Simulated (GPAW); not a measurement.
# N K ELNES/XANES of BN (Qingsongite, F-43m) from DFT, part 3 of 3

Aim: the dependence of the N K near-edge features of BN (Qingsongite, F-43m) on volume.

GPAW 26.7.0; X-ray absorption from dipole matrix elements to empty bands, plane-wave PAW LDA.

So far. Step 4 (Spectrum with FCH, N atom 1): The hole costs E(hole) − E(ground) = 390.91 eV, and the lowest empty level of the hole cell on the spectrum's mesh lies at 13.73 eV, which puts the zero at 404.64 eV. One term is added: -7.76 eV, since the hole is spin-paired here and a spin-polarised one costs that much less in the free atom (computed apart). The photon energy is then 396.88 eV.

### Step 8. Spectrum with FCH, N atom 1

Shorter bonds are expected to push antibonding states and scattering resonances up, and longer ones down; the cell is scaled to test that.

Changed against the first core-hole run: volume scale from 1 to 0.97.

The input, xas.py:

```python
import numpy as np
from ase import Atoms
from ase.parallel import parprint, paropen
from gpaw import GPAW, PW, FermiDirac, Mixer, MixerDif, setup_paths
from gpaw.test import gen
setup_paths.insert(0, '.')
gen('N', name='fch1s', xcname='LDA', corehole=(1, 0, 1), write_xml=True)
from gpaw.mpi import world
world.barrier()

atoms = Atoms('N8B8',
    cell=[[0, 3.57848235, 3.57848235],
     [3.57848235, 0, 3.57848235],
     [3.57848235, 3.57848235, 0]],
    scaled_positions=[[0.375, 0.375, 0.375],
     [0.375, 0.375, 0.875],
     [0.375, 0.875, 0.375],
     [0.875, 0.375, 0.375],
     [0.375, 0.875, 0.875],
     [0.875, 0.375, 0.875],
     [0.875, 0.875, 0.375],
     [0.875, 0.875, 0.875],
     [0, 0, 0],
     [0, 0, 0.5],
     [0, 0.5, 0],
     [0.5, 0, 0],
     [0, 0.5, 0.5],
     [0.5, 0, 0.5],
     [0.5, 0.5, 0],
     [0.5, 0.5, 0.5]],
    pbc=True)
atoms.calc = calc = GPAW(legacy_gpaw=True, mode=PW(500, force_complex_dtype=True), xc='LDA', setups={0: 'fch1s'},
    kpts={'size': (4, 4, 4), 'gamma': True}, occupations=FermiDirac(0.02),
    charge=0, mixer=Mixer(0.1, 5, 50), maxiter=150,
    convergence={'density': 0.0001, 'eigenstates': 1e-6}, txt='scf.txt')
energy = atoms.get_potential_energy() + calc.get_reference_energy()
ef = calc.get_fermi_level()
out = dict(energy=energy, fermi=ef, forces=atoms.get_forces().tolist())
parprint(f'all-electron energy {energy:.4f} eV, Fermi level {ef:.4f} eV')
ev = np.array([[calc.get_eigenvalues(k, s) for k in range(len(calc.get_ibz_k_points()))] for s in range(calc.get_number_of_spins())])
out['homo'], out['lumo'], out['counts'] = ev[ev < ef].max(), ev[ev > ef].min(), sorted(set((ev < ef).sum((0, 2)).tolist()))
out['filled'] = (ev[:, 0] < ef).sum(1).tolist()

from ase.units import Ha
from gpaw.xas import dipole_matrix_elements
nb = int(calc.get_number_of_electrons() / 2) + 58
top, nb = nb, nb + 8 + nb // 12
nscf = calc.fixed_density(kpts={'size': (6, 6, 6), 'gamma': True}, nbands=nb,
    convergence={'bands': top, 'eigenstates': 5e-3}, maxiter=60, txt='nscf.txt')
cell = atoms.cell.array
ops = [cell.T @ U.T @ np.linalg.inv(cell.T) for U in nscf.wfs.kd.symmetry.op_scc]
filled = [32]  # bands filled in the ground state, by spin
E = np.arange(-6, 34, 0.1)
fwhm = np.interp(E, [4, 25], [0.9, 3.5])
Y, X, zero, highest = 0, 0, 1e9, 1e9
for spin in range(nscf.get_number_of_spins()):
    wfs = nscf.wfs
    mine = wfs.bd.get_slice()  # this rank's bands
    A = dipole_matrix_elements(wfs.setups[0])
    eps = np.zeros((wfs.kd.nibzkpts, nb))
    d = np.zeros((3, A.shape[1], wfs.kd.nibzkpts, nb), complex)
    for kpt in wfs.kpt_u:
        if kpt.s == spin and 0 in kpt.P_ani:
            eps[kpt.k, mine] = kpt.eps_n * Ha
            d[:, :, kpt.k, mine] = (kpt.weight * wfs.nspins / 2) ** 0.5 * np.inner(A, kpt.P_ani[0])
    world.sum(eps)
    world.sum(d)
    T = np.einsum('amkn,bmkn->abkn', d, d.conj()).real
    T = sum(np.einsum('ai,ijkn,bj->abkn', R, T, R) for R in ops) / len(ops)
    empty = np.ones_like(eps, bool) & (np.arange(nb) >= filled[spin])
    zero, highest = min(zero, eps[empty].min()), min(highest, eps[:, top - 1].min())
    lines = [(eps, T, empty)] if spin == 0 else lines + [(eps, T, empty)]
for eps, T, empty in lines:
    f = np.einsum('aakn->akn', T).reshape(3, -1)
    x = eps.ravel() - zero
    w = np.interp(x, E, fwhm) / 2.35482
    g = np.exp(-0.5 * ((E[:, None] - x) / w) ** 2) / (w * (2 * np.pi) ** 0.5)
    Y = Y + (f * empty.ravel()) @ g.T
    X = X + (f * ~empty.ravel()) @ g.T
out.update(E=E.round(2).tolist(), xas=Y.tolist(), xes=X.tolist(), zero=zero, valid=highest - zero, nk=len(eps), nb=nb)
for i in range(0, len(E), 10):
    parprint(f'{E[i]:7.2f}', *(f'{v:10.3e}' for v in Y[:, i]))
import json
with paropen('out.json', 'w') as f:
    json.dump(out, f)
```

The run is started by

```bash
OMP_NUM_THREADS=1 mpirun -n 4 gpaw python xas.py
```

Numbers of over 12 decimals in the logs are rounded to 6 here.

What it wrote:

```text
Input parameters:
  convergence: {density: 0.0001,
                eigenstates: 1e-06}
  kpts: {gamma: True,
         size: (4, 4, 4)}
  maxiter: 150
  mixer: {backend: pulay,
          beta: 0.1,
          method: separate,
          nmaxold: 5,
          weight: 50}
  mode: {ecut: 500.0,
         force_complex_dtype: True,
         name: pw}
  occupations: {fixmagmom: False,
                name: fermi-dirac,
[...]
*p    :     0.074148
*d    :     0.000000
--------------------------------

Diagonalizing with gridspacing h=0.050

state   all-electron     PAW
-------------------------------
2s:      -1.332146    -1.333594
2p:      -0.925852    -0.929974
*d:                   -0.063788
*f:                   -0.013854
-------------------------------
all-electron energy -16828.1465 eV, Fermi level 11.2530 eV
[...]
32.00  3.176e-05  3.176e-05  3.176e-05
  33.00  3.886e-05  3.886e-05  3.886e-05
[key lines of the parts left out:]
Converged after 17 iterations.
Dipole moment: (13.598838, 13.598838, 13.598838) |e|*Ang
Free energy:   -176.976964
Fermi level: 11.25298
```

Wall time 43 s (4 MPI ranks of Arm Neoverse V2, shared host); peak memory 0.31 GiB.

| E (eV) | first run | this run |
| --- | --- | --- |
| -2.0 | 0.00 | 0.00 |
| -1.0 | 0.00 | 0.00 |
| 0.0 | 0.00 | 0.00 |
| 1.0 | 0.07 | 0.06 |
| 2.0 | 0.29 | 0.25 |
| 3.0 | 0.82 | 0.71 |
| 4.0 | 1.98 | 1.79 |
| 5.0 | 2.58 | 2.37 |
| 6.0 | 2.16 | 2.04 |
| 7.0 | 2.27 | 2.16 |
| 8.0 | 1.72 | 1.83 |
| 9.0 | 1.47 | 1.50 |
| 10.0 | 1.69 | 1.65 |
| 11.0 | 1.14 | 1.46 |
| 12.0 | 0.51 | 0.65 |
| 13.0 | 0.53 | 0.51 |
| 14.0 | 0.79 | 0.71 |
| 15.0 | 0.87 | 0.89 |
| 16.0 | 0.56 | 0.70 |
| 17.0 | 0.24 | 0.35 |
| 18.0 | 0.11 | 0.14 |
| 19.0 | 0.11 | 0.10 |
| 20.0 | 0.22 | 0.15 |
| 21.0 | 0.37 | 0.29 |

The scaled spectrum changes by 9 % r.m.s. The highest intensity below 16 eV goes from 5.2 eV (2.61) to 5.3 eV (2.44).

The photon energy of the zero moves by +0.04 eV.

### Step 9. Reference energy of the supercell

The cell changes for the next run, so it gets a reference energy of its own.

The cell differs from the one that the last finished run ended in (a 5.061 → 5.163 Å, b 5.061 → 5.163 Å, c 5.061 → 5.163 Å).

The input, scf.py:

```python
import numpy as np
from ase import Atoms
from ase.parallel import parprint, paropen
from gpaw import GPAW, PW, FermiDirac, Mixer, MixerDif, setup_paths
from gpaw.test import gen
setup_paths.insert(0, '.')
gen('N', name='nch1s', xcname='LDA', corehole=(1, 0, 0), write_xml=True)
from gpaw.mpi import world
world.barrier()

atoms = Atoms('N8B8',
    cell=[[0, 3.65079441, 3.65079441],
     [3.65079441, 0, 3.65079441],
     [3.65079441, 3.65079441, 0]],
    scaled_positions=[[0.375, 0.375, 0.375],
     [0.375, 0.375, 0.875],
     [0.375, 0.875, 0.375],
     [0.875, 0.375, 0.375],
     [0.375, 0.875, 0.875],
     [0.875, 0.375, 0.875],
     [0.875, 0.875, 0.375],
     [0.875, 0.875, 0.875],
     [0, 0, 0],
     [0, 0, 0.5],
     [0, 0.5, 0],
     [0.5, 0, 0],
     [0, 0.5, 0.5],
     [0.5, 0, 0.5],
     [0.5, 0.5, 0],
     [0.5, 0.5, 0.5]],
    pbc=True)
atoms.calc = calc = GPAW(legacy_gpaw=True, mode=PW(500, force_complex_dtype=True), xc='LDA', setups={0: 'nch1s'},
    kpts={'size': (4, 4, 4), 'gamma': True}, occupations=FermiDirac(0.02),
    charge=0, mixer=Mixer(0.1, 5, 50), maxiter=150,
    convergence={'density': 0.0001, 'eigenstates': 1e-6}, txt='scf.txt')
energy = atoms.get_potential_energy() + calc.get_reference_energy()
ef = calc.get_fermi_level()
out = dict(energy=energy, fermi=ef, forces=atoms.get_forces().tolist())
parprint(f'all-electron energy {energy:.4f} eV, Fermi level {ef:.4f} eV')
ev = np.array([[calc.get_eigenvalues(k, s) for k in range(len(calc.get_ibz_k_points()))] for s in range(calc.get_number_of_spins())])
out['homo'], out['lumo'], out['counts'] = ev[ev < ef].max(), ev[ev > ef].min(), sorted(set((ev < ef).sum((0, 2)).tolist()))
out['filled'] = (ev[:, 0] < ef).sum(1).tolist()
import json
with paropen('out.json', 'w') as f:
    json.dump(out, f)
```

The run is started by

```bash
OMP_NUM_THREADS=1 mpirun -n 4 gpaw python scf.py
```

What it wrote:

```text
Input parameters:
  convergence: {density: 0.0001,
                eigenstates: 1e-06}
  kpts: {gamma: True,
         size: (4, 4, 4)}
  maxiter: 150
  mixer: {backend: pulay,
          beta: 0.1,
          method: separate,
          nmaxold: 5,
          weight: 50}
  mode: {ecut: 500.0,
         force_complex_dtype: True,
         name: pw}
  occupations: {fixmagmom: False,
                name: fermi-dirac,
[...]
2s(2) :    -0.676924     1.071713
*s    :     0.323076
2p(3) :    -0.265967     0.952074
*p    :     0.734033
*d    :     0.000000
--------------------------------

Diagonalizing with gridspacing h=0.050

state   all-electron     PAW
-------------------------------
2s:      -0.676924    -0.677975
2p:      -0.265967    -0.268121
*d:                    0.048644
*f:                    0.076426
-------------------------------
all-electron energy -17218.2533 eV, Fermi level 10.5076 eV
[key lines of the parts left out:]
Converged after 13 iterations.
Dipole moment: (13.704315, 13.704315, 13.704315) |e|*Ang
Free energy:   -150.343487
Fermi level: 10.50759
```

Wall time 14 s (4 MPI ranks); peak memory 0.25 GiB; 54 s of CPU time.

Reference energy: -17218.253 eV with the cores included.

### Step 10. Spectrum with FCH, N atom 1

Shorter bonds are expected to push antibonding states and scattering resonances up, and longer ones down; the cell is scaled to test that.

Changed against the first core-hole run: volume scale from 1 to 1.03.

Changes to xas.py since step 8:

```diff
@@ -11,5 +11,5 @@
 atoms = Atoms('N8B8',
-    cell=[[0, 3.57848235, 3.57848235],
-     [3.57848235, 0, 3.57848235],
-     [3.57848235, 3.57848235, 0]],
+    cell=[[0, 3.65079441, 3.65079441],
+     [3.65079441, 0, 3.65079441],
+     [3.65079441, 3.65079441, 0]],
     scaled_positions=[[0.375, 0.375, 0.375],
@@ -45,3 +45,3 @@
 from gpaw.xas import dipole_matrix_elements
-nb = int(calc.get_number_of_electrons() / 2) + 58
+nb = int(calc.get_number_of_electrons() / 2) + 61
 top, nb = nb, nb + 8 + nb // 12
```

The run is started by

```bash
OMP_NUM_THREADS=1 mpirun -n 4 gpaw python xas.py
```

What it wrote:

```text
Input parameters:
  convergence: {density: 0.0001,
                eigenstates: 1e-06}
  kpts: {gamma: True,
         size: (4, 4, 4)}
  maxiter: 150
  mixer: {backend: pulay,
          beta: 0.1,
          method: separate,
          nmaxold: 5,
          weight: 50}
  mode: {ecut: 500.0,
         force_complex_dtype: True,
         name: pw}
  occupations: {fixmagmom: False,
                name: fermi-dirac,
[...]
*p    :     0.074148
*d    :     0.000000
--------------------------------

Diagonalizing with gridspacing h=0.050

state   all-electron     PAW
-------------------------------
2s:      -1.332146    -1.333594
2p:      -0.925852    -0.929974
*d:                   -0.063788
*f:                   -0.013854
-------------------------------
all-electron energy -16826.8857 eV, Fermi level 10.2744 eV
[...]
32.00  4.548e-05  4.548e-05  4.548e-05
  33.00  6.535e-05  6.535e-05  6.535e-05
[key lines of the parts left out:]
Converged after 20 iterations.
Dipole moment: (13.396101, 13.396101, 13.396101) |e|*Ang
Free energy:   -175.716100
Fermi level: 10.27440
```

Elapsed: 50 s, on 4 MPI ranks; peak memory 0.32 GiB; 3.3 min of CPU time.

```
E (eV)  first run  this run
  -2.0       0.00      0.00
  -1.0       0.00      0.00
   0.0       0.00      0.01
   1.0       0.07      0.08
   2.0       0.29      0.34
   3.0       0.82      0.94
   4.0       1.98      2.14
   5.0       2.58      2.79
   6.0       2.16      2.32
   7.0       2.27      2.23
   8.0       1.72      1.60
   9.0       1.47      1.48
  10.0       1.69      1.61
  11.0       1.14      0.82
  12.0       0.51      0.44
  13.0       0.53      0.57
  14.0       0.79      0.86
  15.0       0.87      0.80
  16.0       0.56      0.42
  17.0       0.24      0.16
  18.0       0.11      0.10
  19.0       0.11      0.15
  20.0       0.22      0.29
  21.0       0.37      0.42
  22.0       0.45      0.43
```

Against the first run the r.m.s. difference is 10 %. The highest intensity below 16 eV goes from 5.2 eV (2.61) to 5.1 eV (2.79).

The photon energy of the zero moves by -0.02 eV.

### Step 11. Supercell without a hole, the energy reference

The cell changes for the next run, so it gets a reference energy of its own.

The cell differs from the one that the last finished run ended in (a 5.163 → 5.213 Å, b 5.163 → 5.213 Å, c 5.163 → 5.213 Å).

Changes to scf.py since step 9:

```diff
@@ -11,5 +11,5 @@
 atoms = Atoms('N8B8',
-    cell=[[0, 3.65079441, 3.65079441],
-     [3.65079441, 0, 3.65079441],
-     [3.65079441, 3.65079441, 0]],
+    cell=[[0, 3.68590035, 3.68590035],
+     [3.68590035, 0, 3.68590035],
+     [3.68590035, 3.68590035, 0]],
     scaled_positions=[[0.375, 0.375, 0.375],
```

The run is started by

```bash
OMP_NUM_THREADS=1 mpirun -n 4 gpaw python scf.py
```

What it wrote:

```text
Input parameters:
  convergence: {density: 0.0001,
                eigenstates: 1e-06}
  kpts: {gamma: True,
         size: (4, 4, 4)}
  maxiter: 150
  mixer: {backend: pulay,
          beta: 0.1,
          method: separate,
          nmaxold: 5,
          weight: 50}
  mode: {ecut: 500.0,
         force_complex_dtype: True,
         name: pw}
  occupations: {fixmagmom: False,
                name: fermi-dirac,
[...]
2s(2) :    -0.676924     1.071713
*s    :     0.323076
2p(3) :    -0.265967     0.952074
*p    :     0.734033
*d    :     0.000000
--------------------------------

Diagonalizing with gridspacing h=0.050

state   all-electron     PAW
-------------------------------
2s:      -0.676924    -0.677975
2p:      -0.265967    -0.268121
*d:                    0.048644
*f:                    0.076426
-------------------------------
all-electron energy -17217.7334 eV, Fermi level 10.1114 eV
[key lines of the parts left out:]
Converged after 13 iterations.
Dipole moment: (13.606059, 13.606059, 13.606059) |e|*Ang
Free energy:   -149.823584
Fermi level: 10.11138
```

Wall time 14 s (4 MPI ranks); peak memory 0.25 GiB.

Reference energy: -17217.733 eV with the cores included.

### Step 12. Spectrum with FCH, N atom 1

Shorter bonds are expected to push antibonding states and scattering resonances up, and longer ones down; the cell is scaled to test that.

Changed against the first core-hole run: volume scale from 1 to 1.06.

Changes to xas.py since step 10:

```diff
@@ -11,5 +11,5 @@
 atoms = Atoms('N8B8',
-    cell=[[0, 3.65079441, 3.65079441],
-     [3.65079441, 0, 3.65079441],
-     [3.65079441, 3.65079441, 0]],
+    cell=[[0, 3.68590035, 3.68590035],
+     [3.68590035, 0, 3.68590035],
+     [3.68590035, 3.68590035, 0]],
     scaled_positions=[[0.375, 0.375, 0.375],
@@ -45,3 +45,3 @@
 from gpaw.xas import dipole_matrix_elements
-nb = int(calc.get_number_of_electrons() / 2) + 61
+nb = int(calc.get_number_of_electrons() / 2) + 63
 top, nb = nb, nb + 8 + nb // 12
```

The run is started by

```bash
OMP_NUM_THREADS=1 mpirun -n 4 gpaw python xas.py
```

What it wrote:

```text
Input parameters:
  convergence: {density: 0.0001,
                eigenstates: 1e-06}
  kpts: {gamma: True,
         size: (4, 4, 4)}
  maxiter: 150
  mixer: {backend: pulay,
          beta: 0.1,
          method: separate,
          nmaxold: 5,
          weight: 50}
  mode: {ecut: 500.0,
         force_complex_dtype: True,
         name: pw}
  occupations: {fixmagmom: False,
                name: fermi-dirac,
[...]
*p    :     0.074148
*d    :     0.000000
--------------------------------

Diagonalizing with gridspacing h=0.050

state   all-electron     PAW
-------------------------------
2s:      -1.332146    -1.333594
2p:      -0.925852    -0.929974
*d:                   -0.063788
*f:                   -0.013854
-------------------------------
all-electron energy -16825.9294 eV, Fermi level 9.8394 eV
[...]
32.00  5.918e-05  5.918e-05  5.918e-05
  33.00  8.476e-05  8.476e-05  8.476e-05
[key lines of the parts left out:]
Converged after 20 iterations.
Dipole moment: (13.294301, 13.294301, 13.294301) |e|*Ang
Free energy:   -174.759803
Fermi level: 9.83939
```

Wall time 51 s (4 MPI ranks); peak memory 0.32 GiB.

```
E (eV)  first run  this run
  -2.0       0.00      0.00
  -1.0       0.00      0.00
   0.0       0.00      0.01
   1.0       0.07      0.09
   2.0       0.29      0.39
   3.0       0.82      1.06
   4.0       1.98      2.29
   5.0       2.58      2.98
   6.0       2.16      2.51
   7.0       2.27      2.07
   8.0       1.72      1.50
   9.0       1.47      1.52
  10.0       1.69      1.42
  11.0       1.14      0.59
  12.0       0.51      0.42
  13.0       0.53      0.63
  14.0       0.79      0.89
  15.0       0.87      0.68
  16.0       0.56      0.30
  17.0       0.24      0.13
  18.0       0.11      0.11
  19.0       0.11      0.20
  20.0       0.22      0.35
  21.0       0.37      0.43
  22.0       0.45      0.39
```

Against the first run the r.m.s. difference is 18 %. A shift of -0.4 eV leaves 12 %. The highest intensity below 16 eV goes from 5.2 eV (2.61) to 5.0 eV (2.98).

The photon energy of the zero moves by -0.04 eV.

### Step 13. The volumes side by side

```csv
volume,nearest distance (Å),shift of the zero (eV),maximum 1 (eV above own zero),maximum 2 (eV above own zero),maximum 3 (eV above own zero)
0.94,1.533,+0.06,5.3,10.7,15.4
0.97,1.550,+0.04,5.3,10.4,15.0
1,1.565,+0.00,5.2,10.1,14.7
1.03,1.581,-0.02,5.1,9.8,14.4
1.06,1.596,-0.04,5.0,9.5,14.1
```

The curves, each shifted by its zero's change so that they share one photon-energy axis, counted from the zero at V × 1:

| E (eV) | V × 0.94 | V × 0.97 | V × 1 | V × 1.03 | V × 1.06 |
| --- | --- | --- | --- | --- | --- |
| -2.0 | 0.00 | 0.00 | 0.00 | 0.00 | 0.00 |
| -1.0 | 0.00 | 0.00 | 0.00 | 0.00 | 0.00 |
| 0.0 | 0.00 | 0.00 | 0.00 | 0.01 | 0.01 |
| 1.0 | 0.05 | 0.06 | 0.07 | 0.08 | 0.09 |
| 2.0 | 0.19 | 0.24 | 0.29 | 0.35 | 0.42 |
| 3.0 | 0.58 | 0.69 | 0.82 | 0.96 | 1.11 |
| 4.0 | 1.51 | 1.74 | 1.98 | 2.16 | 2.32 |
| 5.0 | 2.17 | 2.36 | 2.58 | 2.79 | 2.97 |
| 6.0 | 1.99 | 2.06 | 2.16 | 2.32 | 2.51 |
| 7.0 | 1.93 | 2.15 | 2.27 | 2.22 | 2.03 |
| 8.0 | 1.89 | 1.84 | 1.72 | 1.60 | 1.49 |
| 9.0 | 1.59 | 1.50 | 1.47 | 1.49 | 1.53 |
| 10.0 | 1.55 | 1.64 | 1.69 | 1.60 | 1.39 |
| 11.0 | 1.71 | 1.48 | 1.14 | 0.80 | 0.57 |
| 12.0 | 0.97 | 0.67 | 0.51 | 0.44 | 0.43 |
| 13.0 | 0.53 | 0.51 | 0.53 | 0.58 | 0.65 |
| 14.0 | 0.63 | 0.70 | 0.79 | 0.86 | 0.90 |
| 15.0 | 0.85 | 0.88 | 0.87 | 0.79 | 0.66 |
| 16.0 | 0.82 | 0.71 | 0.56 | 0.41 | 0.29 |
| 17.0 | 0.51 | 0.36 | 0.24 | 0.16 | 0.12 |
| 18.0 | 0.22 | 0.14 | 0.11 | 0.10 | 0.11 |
| 19.0 | 0.10 | 0.10 | 0.11 | 0.15 | 0.21 |
| 20.0 | 0.11 | 0.15 | 0.22 | 0.29 | 0.36 |
| 21.0 | 0.21 | 0.29 | 0.37 | 0.42 | 0.43 |

### Step 14. What came out

| Quantity | Value |
| --- | --- |
| absorber and edge | N K, atom 1 of the ground-state input (counted from 1) |
| surroundings | 4 B at 1.57 Å (tetrahedral, site symmetry -43m) |
| highest intensity below 16 eV | 5.2 eV above the zero, height 2.61 |
| photon energy of the zero, with the added terms | 396.9 eV (raw 404.6 eV; LDA puts this hole about 4 eV below PBE, itself good to a few eV) |

What this shows: From V × 0.94 to V × 1.06 the nearest distance grows by 0.063 Å and the zero moves by -0.10 eV. Above their own zero, the maxima move from 5.3 to 5.0 eV, from 10.7 to 9.5 eV and from 15.4 to 14.1 eV. The N K edge of atom 1, with 4 B at 1.57 Å (tetrahedral, site symmetry -43m), has its highest intensity of the first 16 eV at 5.2 eV above the zero, near 402 eV in photon energy (LDA puts this hole about 4 eV below PBE, itself good to a few eV), 2.6 times the mean level of the first 20 eV (Gaussian full width 0.9 eV up to 4 eV, rising linearly to 3.5 eV at 25 eV). The holes are only 5.1 Å apart, so the shape is probably not converged with cell size; no larger cell was run here. The mesh is coarse (0.25 Å⁻¹ between points), so small maxima may be mesh ripples. The structure is a published determination, not relaxed.

[Banner, clock and machine lines of the logs are left out without a mark of their own.]

[Logs are printed without paths, hosts, clocks, repeated set-up lines and the standing remarks that a program may print on its own settings, such as how far it seeks lower states.]

[Hosts, paths, dates, database ids (printed as entryN), source tags and the programs' standing remarks are cut or masked in the printed files.]

[Lists of maxima count a maximum above −3 eV only where it reaches 4 % of the highest in the window and stands out from its surroundings by 2 % of it (1.5 % where it reaches 55 %); shoulders and weaker maxima are passed over, and of the rest the first, up to two pre-edge ones and the few strongest are named.]
